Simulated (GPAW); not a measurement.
# Quasiparticle gap of CdSe (F-43m) in GPAW

Wanted: ground state, empty states, screening and self-energy for CdSe (F-43m).

Calculated with GPAW 26.7.0; PBE and many-body steps on it, plane waves.

**The experiments to reproduce.**

- Gap 1.69 ± 0.02 eV: direct gap from (alpha E)^2 extrapolation; spectroscopic ellipsometry; 300 K; film (fully relaxed MBE film, 304 nm) on GaAs(100) (“Band gap bowing of binary alloys: Experimental results compared to theoretical tight-binding supercell calculations for CdZnSe”, 2010, arxiv:1007.2297).

**1. The structure**

It takes space group F-43m (No. 216, cubic). Conventional cell: a = 6.141 Å, b = 6.141 Å, c = 6.141 Å, α = 90.00°, β = 90.00°, γ = 90.00°. Nearest to Cd lie 4 Se at 2.66 Å. Nearest to Se lie 4 Cd at 2.66 Å. Farther neighbours and most contacts between anions are not listed.

The cell and positions are those that the Materials Project relaxed with its own functionals (PBE, PBE+U or r2SCAN), kept fixed.

**2. Ground state**

This step: GPAW 26.7.0; DFT, PBE, plane waves, PAW.

The ground-state density comes first.

Contents of run.py:

```python
import json
import numpy as np
from gpaw.mpi import world
from ase import Atoms
from gpaw import GPAW, PW, FermiDirac

atoms = Atoms(['Cd', 'Se'],
    cell=[[0.0000000000, 3.0702711986, 3.0702711986],
      [3.0702711986, 0.0000000000, 3.0702711986],
      [3.0702711986, 3.0702711986, 0.0000000000]],
    scaled_positions=[[0.0000000000, 0.0000000000, 0.0000000000],
      [0.7500000000, 0.7500000000, 0.7500000000]],
    pbc=(True, True, True))
calc = GPAW(mode=PW(450),
    xc='PBE',
    kpts={'size': (6, 6, 6), 'gamma': True},
    occupations=FermiDirac(0.001),
    nbands=-7,
    convergence={'density': 1e-6, 'bands': -3},
    maxiter=100,
    txt='gs.txt')
atoms.calc = calc
res = {'energy': atoms.get_potential_energy()}
kpts = calc.get_ibz_k_points()
res['kpts'] = kpts
res['eigenvalues'] = [calc.get_eigenvalues(kpt=k) for k in range(len(kpts))]
res['n_electrons'] = calc.get_number_of_electrons()
calc.write('gs.gpw')

if world.rank == 0:
    with open('result.json', 'w') as f:
        json.dump(res, f, default=lambda x: x.tolist())
```

On the command line:

```sh
$ mpirun -n 4 gpaw python run.py
```

Numbers of over 12 decimals in the logs are rounded to 6 here.

What it wrote:

```text
__  _  _
 | _ |_)|_||  |
 |__||  | ||/\| - 26.7.0

Input parameters:
  mode=PW(ecut=450.000000),
  convergence={'density': 1e-06, 'bands': -3},
  kpts=MonkhorstPack(size=(6, 6, 6), gamma=True),
  maxiter=100,
  nbands=-7,
  occupations=Occupations(name='fermi-dirac', width=0.001, fixmagmom=False),
  xc=XC(name='PBE')
  [... matrices ...]
Diagonalizing LCAO Hamiltonian
Converting LCAO to pw mode

                     Se

       Cd

Atoms  # Å, Bohr magnetons
|   | symbol |        x |        y |        z |    initial magnetic moments |
| 0 |     Cd | 0.000000 | 0.000000 | 0.000000 | ( 0.0000,  0.0000,  0.0000) |
| 1 |     Se | 4.605407 | 4.605407 | 4.605407 | ( 0.0000,  0.0000,  0.0000) |

Unit cell  # Å
| periodic |        x |        y |        z |  lengths |    angles |
|      yes | 0.000000 | 3.070271 | 3.070271 | 4.342019 | 60.000000 |
|      yes | 3.070271 | 0.000000 | 3.070271 | 4.342019 | 60.000000 |
|      yes | 3.070271 | 3.070271 | 0.000000 | 4.342019 | 60.000000 |

Number of symmetries: 24
Symmetry operations  # r_c * U_cc + t_c -> r_c
|    | kind |            matrix            |
|  0 |  E   |  1, 0, 0,  0, 1, 0,  0, 0, 1 |
|  1 |  σ   |  1, 0, 0,  0, 0, 1,  0, 1, 0 |
|  2 |  σ   |  1, 0,-1,  0, 1,-1,  0, 0,-1 |
|  3 |  C3  |  1, 0,-1,  0, 0,-1,  0, 1,-1 |
|  4 |  C3  |  1,-1, 0,  0,-1, 1,  0,-1, 0 |
|  5 |  σ   |  1,-1, 0,  0,-1, 0,  0,-1, 1 |
|  6 |  σ   |  0, 1, 0,  1, 0, 0,  0, 0, 1 |
|  7 |  C3  |  0, 1, 0,  0, 0, 1,  1, 0, 0 |
|  8 |  C2  |  0, 1,-1,  1, 0,-1,  0, 0,-1 |
|  9 |  S4  |  0, 1,-1,  0, 0,-1,  1, 0,-1 |
| 10 |  C3  |  0, 0, 1,  1, 0, 0,  0, 1, 0 |
| 11 |  σ   |  0, 0, 1,  0, 1, 0,  1, 0, 0 |
| 12 |  S4  |  0, 0,-1,  1, 0,-1,  0, 1,-1 |
| 13 |  C3  |  0, 0,-1,  0, 1,-1,  1, 0,-1 |
| 14 |  S4  |  0,-1, 1,  1,-1, 0,  0,-1, 0 |
| 15 |  C2  |  0,-1, 1,  0,-1, 0,  1,-1, 0 |
| 16 |  C3  |  0,-1, 0,  1,-1, 0,  0,-1, 1 |
| 17 |  S4  |  0,-1, 0,  0,-1, 1,  1,-1, 0 |
| 18 |  S4  | -1, 1, 0, -1, 0, 1, -1, 0, 0 |
| 19 |  C3  | -1, 1, 0, -1, 0, 0, -1, 0, 1 |
| 20 |  C3  | -1, 0, 1, -1, 1, 0, -1, 0, 0 |
| 21 |  S4  | -1, 0, 1, -1, 0, 0, -1, 1, 0 |
| 22 |  σ   | -1, 0, 0, -1, 1, 0, -1, 0, 1 |
| 23 |  C2  | -1, 0, 0, -1, 0, 1, -1, 1, 0 |

BZ-sampling:
  Number of BZ points: 216
  Number of IBZ points: 16

  Monkhorst-Pack size: [6, 6, 6]
  Monkhorst-Pack shift: [0.083333, 0.083333, 0.083333]

K-points  # in reciprocal-cell coordinates
|     |                                coordinates |     weight |
|   0 | (  0.00000000,   0.00000000,   0.00000000) | 0.00462963 |
|   1 | (  0.16666667,   0.16666667,   0.00000000) | 0.02777778 |
|   2 | (  0.16666667,   0.16666667,   0.16666667) | 0.03703704 |
|   3 | (  0.33333333,   0.16666667,   0.16666667) | 0.05555556 |
|   4 | (  0.33333333,   0.33333333,  -0.33333333) | 0.05555556 |
|   5 | (  0.33333333,   0.33333333,   0.00000000) | 0.02777778 |
|   6 | (  0.33333333,   0.33333333,   0.16666667) | 0.11111111 |
|   7 | (  0.33333333,   0.33333333,   0.33333333) | 0.03703704 |
|   8 | (  0.50000000,   0.33333333,  -0.33333333) | 0.11111111 |
|   9 | (  0.50000000,   0.33333333,  -0.16666667) | 0.05555556 |
| ... |                                            |            |
|  15 | (  0.50000000,   0.50000000,   0.50000000) | 0.01851852 |

Plane wave coefficients: 1278
Cutoff: 450.000000 eV

Spin-components: 1 (collinear spins)
Bands:           16
Projectors:      11
Spin-degeneracy: 2
Datatype:        complex128

  Storage: CPU
  Wave functions: 5_091_328 bytes (1_272_832 per core)
  Projectors: 7_000_576 bytes (1_750_144 per core)
  [... matrices ...]
Parallelization:
  kpt:    4
  domain: 1
  band:   1

Density:
  Valence electrons: 18.0
  Components: 1
  Grid points: [24 24 24]
  Charge: 0.0  # |e|

Potential:
  Grid points: [24 24 24]

species:
  Cd:
    name:    Cadmium
    Z:       48.0
    valence: 12
    core:    36
    charge:  0.0  # [|e|]
    compensation charges:
      type: gauss
      rc: 0.38  # [Å]
      lmax: 2
    cutoffs:
      filter: 2.12  # [Å]
      core: 2.62  # [Å]
    projectors
    | kind |    occ | energy [eV] | rcut [Å] |
    |   5s |  2.000 |      -5.655 |    1.191 |
    |   5p |  0.000 |      -1.186 |    1.228 |
    |   4d | 10.000 |     -11.739 |    1.164 |
    |    s |        |      21.556 |    1.191 |
    |    p |        |      26.026 |    1.228 |
    |    d |        |      15.473 |    1.164 |

    Using partial waves for Cd as LCAO basis

  Se:
    name:    Selenium
    Z:       34.0
    valence: 6
    core:    28
    charge:  0.0  # [|e|]
    compensation charges:
      type: gauss
      rc: 0.27  # [Å]
      lmax: 2
    cutoffs:
      filter: 1.77  # [Å]
      core: 2.67  # [Å]
    projectors
    | kind |    occ | energy [eV] | rcut [Å] |
    |   4s |  2.000 |     -17.277 |    0.847 |
    |   4p |  4.000 |      -6.512 |    1.005 |
    |    s |        |       9.935 |    0.847 |
    |    p |        |      20.699 |    1.005 |
    |    d |        |       0.000 |    0.847 |

    Using partial waves for Se as LCAO basis

Reference energy: -218276.650467  # eV

eigensolver:
  PPCG
  Converge bands: -3
  niter=2

density mixing:
  MSR1-Mixer
  Pratt-step length: 0.05
  Maximum mixing coefficient: 0.75
  Old densities: 10
  SVD Regularization: 0.005
  Good broyden scale: 1.0
  Trust region scale: 1.0
  Backstep threshold: 4.0
  History deletion threshold: 6.0
  Fourier metric: weight=20.0, sigma=0.015

occupation numbers:
  Fermi-Dirac:
    width: 0.0010  # eV

poisson solver:
  ecut: 3600.000000  # eV

xc functional:
  name: PBE with 2 nearest neighbor stencil

Initialization done in: 2.238 s

convergence criteria:
- Maximum integral of absolute [dens]ity change: 1e-06 electrons / valence electron
- Maximum [total energy] change in last 3 cyles: 0.0005 eV / valence electron
- Maximum integral of absolute [eigenst]ate change: 4e-08 eV^2 / valence electron
maximum number of iterations: 100

SCF iterations
|iter     |     time |      energy | eigst |  dens |
|iter:   1|  |   -6.007031 | +0.80 |       |
|iter:   2|  |   -5.928293 | -0.93 | -1.17 |
|iter:   3|  |   -5.649507 | -1.30 | -1.21 |
|iter:   4|  |   -5.648640 | -3.33 | -1.80 |
|iter:   5|  |   -5.648382c| -3.69 | -2.24 |
|iter:   6|  |   -5.648409c| -5.19 | -3.01 |
|iter:   7|  |   -5.648412c| -6.44 | -3.53 |
|iter:   8|  |   -5.648412c| -7.70c| -4.58 |
|iter:   9|  |   -5.648412c| -7.83c| -5.03 |
|iter:  10|  |   -5.648412c| -8.73c| -6.02c|

Converged in 10 steps
SCF loop duration: 2.701 s (0.270 s/step)
Energy contributions relative to reference atoms: (reference = -218276.650467)
  [... matrices ...]
Energy contributions:
  Kinetic:          18.369723
  Coulomb:         -16.728749
  Zero:              0.059312
  External:          0.000000
  Xc:               -7.348698
  Entropy:          -0.000000
  Spinorbit:         0.000000
  ----------------------------
  Free energy:      -5.648412
  Extrapolated:     -5.648412

dipole moment: (-16.951945, -16.951945, -16.951945)  # |e|*Ang

Fermi level: 3.363
Eigenvalues  # (at kpt = [0.000, 0.000, 0.000])
| band index |      eig [eV] | occ [0-2] |
|          0 |        -9.099 |     2.000 |
|          1 |        -4.463 |     2.000 |
|          2 |        -4.463 |     2.000 |
|          3 |        -4.463 |     2.000 |
|          4 |        -4.115 |     2.000 |
|          5 |        -4.115 |     2.000 |
|          6 |         3.338 |     2.000 |
|          7 |         3.338 |     2.000 |
|          8 |         3.338 |     2.000 |
|          9 |         3.880 |     0.000 |
|         10 |         9.246 |     0.000 |
|         11 |         9.246 |     0.000 |
|         12 |         9.246 |     0.000 |
|         13 |        13.015 |     0.000 |
|         14 |        14.398 |     0.000 |
|         15 |        14.398 |     0.000 |

Gap: 0.543 eV
Transition (v -> c):
  (s=0, k=0, n=8, [0.00, 0.00, 0.00]) -> (s=0, k=0, n=9, [0.00, 0.00, 0.00])
No difference between direct/indirect transitions
# Writing to gs.gpw (mode='')
  [... matrices ...]
```

The job ended after 7.6 s (4 MPI ranks of Intel Xeon 6975P-C (Granite Rapids), shared host; peak memory 0.66 GiB; 29 s of CPU time).

This step gave:

```
total energy               : -5.648 eV
gap                        : 0.5427 eV
k of the valence top       : 0, 0, 0
k of the conduction bottom : 0, 0, 0
least direct gap           : 0.5427 eV
```

The gap is direct, at Γ.

**3. Bands along the symmetry lines**

The cheap functional maps the bands first; the places of the edges decide which points the dearer methods must see.

Contents of run.py:

```python
import json
import numpy as np
from gpaw.mpi import world
from gpaw import GPAW

path = [[0.000000, 0.000000, 0.000000],
    [-0.062500, -0.062500, 0.000000],
    [-0.125000, -0.125000, 0.000000],
    [-0.187500, -0.187500, 0.000000],
    [-0.250000, -0.250000, 0.000000],
    [-0.312500, -0.312500, 0.000000],
    [-0.375000, -0.375000, 0.000000],
    [-0.437500, -0.437500, 0.000000],
    [-0.500000, -0.500000, 0.000000],
    [-0.484375, -0.484375, 0.031250],
    [-0.468750, -0.468750, 0.062500],
    [-0.453125, -0.453125, 0.093750],
    [-0.437500, -0.437500, 0.125000],
    [-0.421875, -0.421875, 0.156250],
    [-0.406250, -0.406250, 0.187500],
    [-0.390625, -0.390625, 0.218750],
    [-0.375000, -0.375000, 0.250000],
    [-0.375000, 0.000000, 0.375000],
    [-0.328125, 0.000000, 0.328125],
    [-0.281250, 0.000000, 0.281250],
    [-0.234375, 0.000000, 0.234375],
    [-0.187500, 0.000000, 0.187500],
    [-0.140625, 0.000000, 0.140625],
    [-0.093750, 0.000000, 0.093750],
    [-0.046875, 0.000000, 0.046875],
    [0.000000, 0.000000, 0.000000],
    [0.000000, 0.000000, 0.062500],
    [0.000000, 0.000000, 0.125000],
    [0.000000, 0.000000, 0.187500],
    [0.000000, 0.000000, 0.250000],
    [0.000000, 0.000000, 0.312500],
    [0.000000, 0.000000, 0.375000],
    [0.000000, 0.000000, 0.437500],
    [0.000000, 0.000000, 0.500000],
    [-0.062500, -0.031250, 0.468750],
    [-0.125000, -0.062500, 0.437500],
    [-0.187500, -0.093750, 0.406250],
    [-0.250000, -0.125000, 0.375000],
    [-0.312500, -0.156250, 0.343750],
    [-0.375000, -0.187500, 0.312500],
    [-0.437500, -0.218750, 0.281250],
    [-0.500000, -0.250000, 0.250000],
    [-0.500000, -0.281250, 0.218750],
    [-0.500000, -0.312500, 0.187500],
    [-0.500000, -0.343750, 0.156250],
    [-0.500000, -0.375000, 0.125000],
    [-0.500000, -0.406250, 0.093750],
    [-0.500000, -0.437500, 0.062500],
    [-0.500000, -0.468750, 0.031250],
    [-0.500000, -0.500000, 0.000000]]
calc = GPAW('gs.gpw').fixed_density(kpts=path,
    symmetry='off',
    nbands=19,
    convergence={'bands': 15},
    txt='bands.txt')
res = {}
kpts = calc.get_ibz_k_points()
res['kpts'] = kpts
res['eigenvalues'] = [calc.get_eigenvalues(kpt=k) for k in range(len(kpts))]
res['n_electrons'] = calc.get_number_of_electrons()

if world.rank == 0:
    with open('result.json', 'w') as f:
        json.dump(res, f, default=lambda x: x.tolist())
```

On the command line:

```sh
$ mpirun -n 4 gpaw python run.py
```

What it wrote:

```text
Diagonalizing LCAO Hamiltonian
Converting LCAO to pw mode
convergence criteria:
- Maximum integral of absolute [eigenst]ate change: 4e-08 eV^2 / valence electron
maximum number of iterations: 100

SCF iterations
|iter     |     time |      energy | eigst |  dens |
|iter:   1|  |             | +1.83 |       |
|iter:   2|  |             | +0.08 |       |
|iter:   3|  |             | -0.60 |       |
[...]
|iter:   7|  |             | -5.37 |       |
|iter:   8|  |             | -6.53 |       |
|iter:   9|  |             | -7.50c|       |
SCF steps: 9
  __  _  _
 | _ |_)|_||  |
 |__||  | ||/\| - 26.7.0

Input parameters:
  mode=PW(ecut=450.000000),
  convergence={'bands': 15},
  gpts=array([24, 24, 24]),
  kpts=KPoints(kpts=array([[ 0.      ,  0.      ,  0.      ],
         [-0.0625  , -0.0625  ,  0.      ],
         [-0.125   , -0.125   ,  0.      ],
         [-0.1875  , -0.1875  ,  0.      ],
[...]
[-0.484375, -0.484375,  0.03125 ],
[...]
[-0.453125, -0.453125,  0.09375 ],
[...]
[-0.421875, -0.421875,  0.15625 ],
[...]
[-0.390625, -0.390625,  0.21875 ],
[...]
[-0.328125,  0.      ,  0.328125],
[...]
[-0.234375,  0.      ,  0.234375],
[...]
[-0.140625,  0.      ,  0.140625],
[...]
[-0.046875,  0.      ,  0.046875],
         [ 0.      ,  0.      ,  0.      ],
         [ 0.      ,  0.      ,  0.0625  ],
         [ 0.      ,  0.      ,  0.125   ],
[...]
[ 0.      ,  0.      ,  0.4375  ],
         [ 0.      ,  0.      ,  0.5     ],
[...]
[-0.5     , -0.4375  ,  0.0625  ],
         [-0.5     , -0.46875 ,  0.03125 ],
         [-0.5     , -0.5     ,  0.      ]])),
  maxiter=100,
  nbands=19,
  occupations=Occupations(name='fermi-dirac', width=0.001, fixmagmom=False),
  parallel={},
  symmetry=Symmetry(point_group=False, time_reversal=False),
  xc=XC(name='PBE')
  [... matrices ...]
timing:  # [seconds]
  Total: 0.055  # ━━━━━━━━━━━━━━━━━━━━━━━━━━━━━━━━━━━━━━━━━━━━━━━━━━━━━━━━━━━
```

Run time: 11 s. Hardware: 4 MPI ranks; peak memory 0.71 GiB; 41 s of CPU time.

Numbers from this step:

| Item | Value |
| --- | --- |
| gap | 0.5427 eV |
| k of the valence top | 0, 0, 0 |
| k of the conduction bottom | 0, 0, 0 |
| least direct gap | 0.5427 eV |

The gap is 0.543 eV, as in the run before at this level.

Electronic bands along the path, in eV, zero at the top of the highest filled band:

```tsv
point	band 6	band 7	band 8	band 9	band 10	band 11	band 12	band 13
Γ	-7.45	0.00	0.00	0.00	0.54	5.91	5.91	5.91
halfway	-7.43	-2.51	-0.99	-0.99	3.21	4.22	7.56	7.56
X	-7.12	-3.96	-1.77	-1.77	3.19	3.73	8.95	10.02
halfway	-7.08	-3.93	-2.03	-1.69	3.44	4.09	8.64	9.44
U	-7.03	-3.89	-2.41	-1.45	3.71	5.08	8.19	8.50
jump to K	-7.03	-3.89	-2.41	-1.45	3.71	5.08	8.19	8.50
halfway	-7.41	-2.87	-1.33	-0.41	3.07	5.64	6.33	6.61
Γ	-7.45	0.00	0.00	0.00	0.54	5.91	5.91	5.91
halfway	-7.45	-2.59	-0.38	-0.38	2.23	5.90	6.42	6.42
L	-7.18	-4.23	-0.72	-0.72	2.35	6.43	6.43	7.32
halfway	-7.09	-4.00	-1.90	-1.17	3.78	5.47	6.75	7.92
W	-7.00	-3.86	-2.13	-2.11	4.90	5.22	6.40	7.60
halfway	-7.05	-3.91	-1.95	-1.95	3.90	4.24	8.27	8.33
X	-7.12	-3.96	-1.77	-1.77	3.19	3.73	8.95	10.02
```

**4. Empty states on the mesh, 4×4×4 mesh, 692 bands**

The sums over transitions need many empty states on a uniform mesh; this step solves for them.

Contents of run.py:

```python
import json
import numpy as np
from gpaw.mpi import world
from gpaw import GPAW

calc = GPAW('gs.gpw').fixed_density(kpts={'size': (4, 4, 4), 'gamma': True},
    parallel={'domain': 1, 'band': 1},
    txt='nscf.txt')
calc.diagonalize_full_hamiltonian(nbands=692)
calc.write('full.gpw', mode='all')
res = {}
kpts = calc.get_ibz_k_points()
res['kpts'] = kpts
res['eigenvalues'] = [calc.get_eigenvalues(kpt=k) for k in range(len(kpts))]
res['n_electrons'] = calc.get_number_of_electrons()

if world.rank == 0:
    with open('result.json', 'w') as f:
        json.dump(res, f, default=lambda x: x.tolist())
```

On the command line:

```sh
$ mpirun -n 4 gpaw python run.py
```

What it wrote:

```text
Diagonalizing LCAO Hamiltonian
Converting LCAO to pw mode
convergence criteria:
- Maximum integral of absolute [eigenst]ate change: 4e-08 eV^2 / valence electron
maximum number of iterations: 100

SCF iterations
|iter     |     time |      energy | eigst |  dens |
|iter:   1|  |             | +0.79 |       |
|iter:   2|  |             | -0.93 |       |
|iter:   3|  |             | -2.54 |       |
[...]
|iter:   7|  |             | -7.29 |       |
|iter:   8|  |             | -7.25 |       |
|iter:   9|  |             | -7.75c|       |
SCF steps: 9
  __  _  _
 | _ |_)|_||  |
 |__||  | ||/\| - 26.7.0

Input parameters:
  mode=PW(ecut=450.000000),
  convergence={'density': 1e-06, 'bands': -3},
  gpts=array([24, 24, 24]),
  kpts=MonkhorstPack(size=(4, 4, 4), gamma=True),
  maxiter=100,
  nbands=16,
  occupations=Occupations(name='fermi-dirac', width=0.001, fixmagmom=False),
  parallel={'domain': 1, 'band': 1},
  xc=XC(name='PBE')
Matrix size: 1283x1283
# Writing to full.gpw (mode='all')
  [... matrices ...]

timing:  # [seconds]
  Total: 6.026  # ━━━━━━━━━━━━━━━━━━━━━━━━━━━━━━━━━━━━━━━━━━━━━━━━━━━━━━━━━━━
```

Wall time 12 s (4 MPI ranks); peak memory 1.2 GiB; 45 s of CPU time.

This step gave:

* gap: 0.5427 eV
* k of the valence top: 0, 0, 0
* k of the conduction bottom: 0, 0, 0
* least direct gap: 0.5427 eV
* k points computed: 8
* lowest point of the top converged band, above the valence top: 289.1974 eV

On this mesh the gap is 0.543 eV.

(Part 1 of 2 ends here.)

[Paths, hosts, dates, memory and timing lines, banners, echoed tables and standing remarks are left out of the program output.]

[Logs are printed without paths, hosts, clocks, repeated set-up lines and the standing remarks that a program may print on its own settings, such as how far it seeks lower states.]

[Runs of the session that timed out or met a known fault of the program may be left out.]

[Hosts, paths, dates, database ids (printed as entryN), source tags and the programs' standing remarks are cut or masked in the printed files.]
